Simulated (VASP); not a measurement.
# MnSb (P6_3/mmc) in VASP: notebook

One crystal, MnSb, is run at these levels: PBE; tasks: relaxation of cell and atoms.

Program: VASP 6.6.1. These are calculated values, not measurements. Logs are shortened: lines on timing, memory, paths and dates and some standing lists are left out, and cuts for length are marked.

## (1) The crystal as given

It takes space group P6_3/mmc (No. 194, hexagonal). The conventional cell has a = 4.150 Å, b = 4.150 Å, c = 5.780 Å, α = 90.00°, β = 90.00°, γ = 120.00°. Mn (site symmetry -3m) is surrounded by 6 Sb at 2.80 Å and 2 Mn at 2.89 Å. Sb (site symmetry -6m2) is surrounded by 6 Mn at 2.80 Å.

## (2) Relaxation of cell and atoms, PBE, collinear spin, ferromagnetic start

Contents of INCAR:

```
SYSTEM = MnSb
PREC = Accurate ; ENCUT = 520
EDIFF = 1E-7 ; ISMEAR = 1
SIGMA = 0.2 ; LREAL = .False.
LASPH = .True. ; NELM = 100
ALGO = Fast ; ISIF = 3
LWAVE = .False. ; LCHARG = .False.
ISPIN = 2 ; MAGMOM = 3.5 3.5 0 0
LORBIT = 11 ; LMAXMIX = 4
GGA = PE ; IBRION = 2
NSW = 80 ; EDIFFG = -0.002
```

Contents of KPOINTS:

```
regular mesh
0
Gamma
  12 12 8
  0 0 0
```

Contents of POSCAR:

```
MnSb
1.0
    4.1500000000      0.0000000000      0.0000000000
   -2.0750000000      3.5940054300      0.0000000000
    0.0000000000      0.0000000000      5.7800000000
Mn Sb
2 2
Direct
    0.0000000000      0.0000000000      0.0000000000
    0.0000000000      0.0000000000      0.5000000000
    0.3333333300      0.6666666700      0.2500000000
    0.6666666700      0.3333333300      0.7500000000
```

Potentials or basis: VASP PAW PBE potentials, release 64 (Mn_pv, Sb).

Run with:

```sh
> cat potpaw_PBE.64/Mn_pv/POTCAR potpaw_PBE.64/Sb/POTCAR > POTCAR
> mpirun -np 1 vasp_std > vasp.out
```

OUTCAR:

```text
SYSTEM = MnSb
   PREC = Accurate
   ENCUT = 520
   EDIFF = 1E-7
   ISMEAR = 1
   LREAL = .False.
   LASPH = .True.
   NELM = 100
   ISIF = 3
   ISPIN = 2
   LORBIT = 11
   GGA = PE
   IBRION = 2
   NSW = 80
   EDIFFG = -0.002

 ion  position               nearest neighbor table
   1  0.000  0.000  0.000-   3 2.80   4 2.80   4 2.80   3 2.80   4 2.80   3 2.80   2 2.89   2 2.89

   2  0.000  0.000  0.500-   3 2.80   4 2.80   4 2.80   3 2.80   4 2.80   3 2.80   1 2.89   1 2.89

   3  0.333  0.667  0.250-   1 2.80   2 2.80   1 2.80   2 2.80   1 2.80   2 2.80   4 3.75   4 3.75
                             4 3.75   4 3.75   4 3.75   4 3.75
   4  0.667  0.333  0.750-   1 2.80   2 2.80   1 2.80   2 2.80   1 2.80   2 2.80   3 3.75   3 3.75
                             3 3.75   3 3.75   3 3.75   3 3.75

  LATTYP: Found a hexagonal cell.
 ALAT       =     4.1500000000
 C/A-ratio  =     1.3927710843

  Lattice vectors:

 A1 = (   4.1500000000,   0.0000000000,   0.0000000000)
 A2 = (  -2.0750000000,   3.5940054300,   0.0000000000)
 A3 = (   0.0000000000,   0.0000000000,   5.7800000000)

Analysis of symmetry for initial positions (statically):
=====================================================================
 Subroutine PRICEL returns:
 Original cell was already a primitive cell.

 Routine SETGRP: Setting up the symmetry group for a
 hexagonal supercell.

 Subroutine GETGRP returns: Found 24 space group operations
 (whereof 12 operations were pure point group operations)
 out of a pool of 24 trial point group operations.

The static configuration has the point symmetry D_3d.
 The point group associated with its full space group is D_6h.

Analysis of symmetry for dynamics (positions and initial velocities):
=====================================================================
 Subroutine PRICEL returns:
 Original cell was already a primitive cell.

 Routine SETGRP: Setting up the symmetry group for a
 hexagonal supercell.

 Subroutine GETGRP returns: Found 24 space group operations
 (whereof 12 operations were pure point group operations)
 out of a pool of 24 trial point group operations.

The dynamic configuration has the point symmetry D_3d.
 The point group associated with its full space group is D_6h.

Analysis of structural, dynamic, and magnetic symmetry:
=====================================================================
 Subroutine PRICEL returns:
 Original cell was already a primitive cell.

 Routine SETGRP: Setting up the symmetry group for a
 hexagonal supercell.

 Subroutine GETGRP returns: Found 24 space group operations
 (whereof 12 operations were pure point group operations)
 out of a pool of 24 trial point group operations.

The overall configuration has the point symmetry D_3d.
 The point group associated with its full space group is D_6h.

 Subroutine INISYM returns: Found 24 space group operations
 (whereof 12 operations are pure point group operations),
 and found     1 'primitive' translations

----------------------------------------------------------------------------------------

                                     Primitive cell

  volume of cell :      86.2094

  direct lattice vectors                    reciprocal lattice vectors
     4.150000000  0.000000000  0.000000000     0.240963855  0.139120547  0.000000000
    -2.075000000  3.594005430  0.000000000     0.000000000  0.278241093  0.000000000
     0.000000000  0.000000000  5.780000000     0.000000000  0.000000000  0.173010381

  length of vectors
     4.150000000  4.150000004  5.780000000     0.278241094  0.278241093  0.173010381

  position of ions in fractional coordinates (direct lattice)
     0.000000000  0.000000000  0.000000000
     0.000000000  0.000000000  0.500000000
     0.333333330  0.666666670  0.250000000
     0.666666670  0.333333330  0.750000000

  ion indices of the primitive-cell ions
   primitive index   ion index
                 1           1
                 2           2
                 3           3
                 4           4

----------------------------------------------------------------------------------------

 KPOINTS: regular mesh

Automatic generation of k-mesh.
 Grid dimensions read from file:
 generate k-points for:   12   12    8

 Generating k-lattice:

  Cartesian coordinates                     Fractional coordinates (reciprocal lattice)
     0.020080321  0.011593379  0.000000000     0.083333333 -0.000000000  0.000000000
     0.000000000  0.023186758  0.000000000     0.000000000  0.083333333  0.000000000
     0.000000000  0.000000000  0.021626298     0.000000000  0.000000000  0.125000000

  Length of vectors
     0.023186758  0.023186758  0.021626298

  Shift w.r.t. Gamma in fractional coordinates (k-lattice)
     0.000000000  0.000000000  0.000000000

 Subroutine IBZKPT returns following result:
 ===========================================

 Found     95 irreducible k-points:

 Following reciprocal coordinates:
            Coordinates               Weight
  0.000000  0.000000  0.000000      1.000000
  0.083333 -0.000000  0.000000      6.000000
  0.166667  0.000000  0.000000      6.000000
  0.250000 -0.000000  0.000000      6.000000
  0.333333  0.000000  0.000000      6.000000
  0.416667 -0.000000  0.000000      6.000000
[... 16 lines left out ...]
  0.250000 -0.000000  0.125000     12.000000
  0.333333  0.000000  0.125000     12.000000
 [... further k-points ...]
   k-points           NKPTS =     95   k-points in BZ     NKDIM =     95   number of bands    NBANDS=     26
   number of dos      NEDOS =    301   number of ions     NIONS =      4
   total plane-waves  NPLWV =  49152
   dimension x,y,z NGX =    32 NGY =   32 NGZ =   48
   dimension x,y,z NGXF=    64 NGYF=   64 NGZF=   96
   ions per type =               2   2
   NGX,Y,Z   is equivalent  to a cutoff of  12.82, 12.82, 13.81 a.u.
   NGXF,Y,Z  is equivalent  to a cutoff of  25.64, 25.64, 27.61 a.u.
 SYSTEM =  MnSb
   PREC   = accura    normal or accurate (medium, high low for compatibility)
   ISTART =      0    job   : 0-new  1-cont  2-samecut
   ICHARG =      2    charge: 1-file 2-atom 10-const
   ISPIN  =      2    spin polarized calculation?
   LNONCOLLINEAR =      F non collinear calculations
   LSORBIT =      F    spin-orbit coupling
   LASPH  =      T    aspherical Exc in radial PAW
   ENCUT  =  520.0 eV  38.22 Ry    6.18 a.u.   7.72  7.72 10.75*2*pi/ulx,y,z
   NELM   =    100;   NELMIN=  2; NELMDL= -5     # of ELM steps
   EDIFF  = 0.1E-06   stopping-criterion for ELM
   LREAL  =      F    real-space projection
   EDIFFG = -.2E-02   stopping-criterion for IOM
   NSW    =     80    number of steps for IOM
   IBRION =      2    ionic relax: 0-MD 1-quasi-New 2-CG
   NFREE  =      1    steps in history (QN), initial steepest desc. (CG)
   ISIF   =      3    stress and relaxation
   ISYM   =      2    0-nonsym 1-usesym 2-fastsym
   POTIM  = 0.5000    time-step for ionic-motion
   TEBEG  =    0.0;   TEEND  =   0.0 temperature during run
   PSTRESS=    0.0 pullay stress
   NELECT =      36.0000    total number of electrons
   NUPDOWN=      -1.0000    fix difference up-down
   EMIN   =  10.00;   EMAX   =-10.00  energy-range for DOS
   EFERMI =   0.00;   METHOD = LEGACY
   ISMEAR =     1;   SIGMA  =   0.20  broadening in eV -4-tet -1-fermi 0-gaus
   EFERMI_NEDOS =   21; number of points for ismear=-14 and -15
   IALGO  =     68    algorithm
   IMIX   =      4    mixing-type and parameters
     AMIX     =   0.40;   BMIX     =  1.00
     AMIX_MAG =   1.60;   BMIX_MAG =  1.00
  volume/ion in A,a.u.               =      21.55       145.44
  Fermi-wavevector in a.u.,A,eV,Ry     =   1.223651  2.312364 20.372288  1.497321
  Thomas-Fermi vector in A             =   2.358754
   LORBIT       =     11    0 simple, 1 ext, 2 COOP (PROOUT), +10 PAW based schemes
   GGA     = PE    functional components
   LHFCALC =     F    Hartree Fock is set to
   AEXX    =    0.0000 exact exchange contribution
   IVDW    =     0    specifies the selected vdW correction
   LEPSILON=     F    determine dielectric tensor
   LRPA    =     F    only Hartree local field effects (RPA)
 conjugate gradient relaxation of ions
 spin polarized calculation
 RMM-DIIS sequential band-by-band and
 Methfessel and Paxton  Order N= 1 SIGMA  =   0.20
  energy-cutoff  :      520.00
  volume of cell :       86.21
 maximum number of plane-waves:      2350
 NGX is ok and might be reduce to    32
   NGX = 15   NGY = 15   NGZ = 21

--------------------------------------- Ionic step        1  -------------------------------------------

 number of electron      36.0000010 magnetization       6.7241566

 Free energy of the ion-electron system (eV)
  ---------------------------------------------------
  ext. energy  EPLUGINS =         0.00000000
  ---------------------------------------------------
  free energy    TOTEN  =       -26.31643777 eV

  energy without entropy =      -26.31940648  energy(sigma->0) =      -26.31742734

------------------------ aborting loop because EDIFF is reached ----------------------------------------

  FORCE on cell =-STRESS in cart. coord.  units (eV):
  Direction    XX          YY          ZZ          XY          YZ          ZX
  --------------------------------------------------------------------------------------
  -------------------------------------------------------------------------------------
  Total       -1.4778129     -1.4778129     -2.1401501      0.0000000     -0.0000000      0.0000000
  in kB      -27.4647315    -27.4647316    -39.7740814      0.0000000     -0.0000000      0.0000000
  external PRESSURE =     -31.5678482 kB  Pullay stress =       0.0000000 kB
[... 251 lines left out ...]
  energy  without entropy=      -26.3739504866  energy(sigma->0) =      -26.37215461

--------------------------------------- Ionic step        8  -------------------------------------------

 number of electron      36.0000023 magnetization       6.3999870

 Free energy of the ion-electron system (eV)
  ---------------------------------------------------
  ext. energy  EPLUGINS =         0.00000000
  ---------------------------------------------------
  free energy    TOTEN  =       -26.37125841 eV

  energy without entropy =      -26.37395052  energy(sigma->0) =      -26.37215578

 E-fermi :   8.3581     XC(G=0): -10.8857

 val. band max:        8.3513803125   @ k =   0.4167   0.1667   0.2500
 cond. band min:       8.3590326029   @ k =   0.1667   0.0833   0.3750
 fundamental gap:      0.0076522904
 Fermi energy:         8.3580641900

 spin component 1

 k-point     1 :       0.0000    0.0000    0.0000
  band No.  band energies     occupation
      1     -41.5107      1.00000
      2     -41.5107      1.00000
      3     -41.4998      1.00000
      4     -41.4998      1.00000
      5     -41.2448      1.00000
      6     -41.1315      1.00000
[... 685 lines left out ...]
     25      12.2326     -0.00000
     26      12.6037      0.00000

 [... further k-points ...]

 spin component 2

 k-point     1 :       0.0000    0.0000    0.0000
  band No.  band energies     occupation
      1     -38.0411      1.00000
      2     -38.0411      1.00000
      3     -38.0279      1.00000
      4     -38.0279      1.00000
      5     -37.9801      1.00000
      6     -37.8475      1.00000
[... 685 lines left out ...]
     25      12.8413      0.00000
     26      13.5118      0.00000

 [... further k-points ...]
[... 5 lines left out ...]
  --------------------------------------------------------------------------------------
  -------------------------------------------------------------------------------------
  Total        0.0070054      0.0070054      0.0041280      0.0000000      0.0000000      0.0000000
  in kB        0.1379935      0.1379935      0.0813131      0.0000000      0.0000000      0.0000000
  external PRESSURE =       0.1191001 kB  Pullay stress =       0.0000000 kB
[... 19 lines left out ...]
  FREE ENERGIE OF THE ION-ELECTRON SYSTEM (eV)
  ---------------------------------------------------
  free  energy   TOTEN  =       -26.3712584070 eV

  energy  without entropy=      -26.3739505197  energy(sigma->0) =      -26.37215578

 reached required accuracy - stopping structural energy minimisation

 total charge

# of ion       s       p       d       tot
------------------------------------------
    1        0.284   6.231   5.071  11.586
    2        0.284   6.231   5.071  11.586
    3        1.134   1.286   0.049   2.468
    4        1.134   1.286   0.049   2.468
--------------------------------------------------
tot          2.836  15.034  10.238  28.109

 magnetization (x)

# of ion       s       p       d       tot
------------------------------------------
    1        0.034   0.028   3.178   3.240
    2        0.034   0.028   3.178   3.240
    3        0.006  -0.135   0.007  -0.123
    4        0.006  -0.135   0.007  -0.123
--------------------------------------------------
tot          0.079  -0.214   6.370   6.235
```

It took 31 min on 1 thread of Intel Xeon Platinum 8259CL at 2.50GHz (Skylake/Cascade Lake), shared host; peak memory 0.48 GiB.

What came out:

- Free energy: -26.3713 eV
- Relaxed volume: 20.33 Å³/atom
- Relaxed cell: a = 4.096 Å, b = 4.096 Å, c = 5.599 Å, α = 90.00°, β = 90.00°, γ = 120.00°
- Space group after relaxing (to 0.05 Å): P6_3/mmc (No. 194)
- Energy gained by relaxing: 13.7 meV/atom
- Ionic steps: 8
- Pressure after relaxing: 0.0 GPa
- Band gap on the k mesh: none (metal or under the smearing width)
- Net moment: 6.40 μB per cell
- Site moments: Mn +3.24; Sb -0.12 μB
- Valence electrons inside the program's atomic spheres: Mn 11.59; Sb 2.47

Step by step:
| step | energy change (eV) | largest force (eV/Å) | pressure (GPa) | volume (Å³) |
| --- | --- | --- | --- | --- |
| 1 | 0.0000 | 0.0000 | -3.16 | 86.21 |
| 2 | -0.0531 | 0.0000 | 0.22 | 81.02 |
| 3 | -0.0532 | 0.0000 | 0.08 | 81.21 |
| 4 | -0.0544 | 0.0000 | 0.06 | 81.25 |
| 5 | -0.0548 | 0.0000 | 0.05 | 81.28 |
| 6 | -0.0548 | 0.0000 | 0.05 | 81.28 |
| 7 | -0.0548 | 0.0000 | -0.01 | 81.37 |
| 8 | -0.0548 | 0.0000 | 0.01 | 81.34 |

Final structure:
```cif
data_structure
_symmetry_space_group_name_H-M 'P 1'
_symmetry_Int_Tables_number 1
_cell_length_a 4.0958
_cell_length_b 4.0958
_cell_length_c 5.5987
_cell_angle_alpha 90.000
_cell_angle_beta 90.000
_cell_angle_gamma 120.000
_cell_volume 81.34
loop_
_atom_site_label
_atom_site_type_symbol
_atom_site_fract_x
_atom_site_fract_y
_atom_site_fract_z
_atom_site_occupancy
Mn1 Mn 0.00000 0.00000 0.00000 1
Mn2 Mn 0.00000 0.00000 0.50000 1
Sb1 Sb 0.33333 0.66667 0.25000 1
Sb2 Sb 0.66667 0.33333 0.75000 1
```

Caveat: only a ferromagnetic start was run, and an antiferromagnetic order may lie lower in energy.

[end of part 1 of 2]
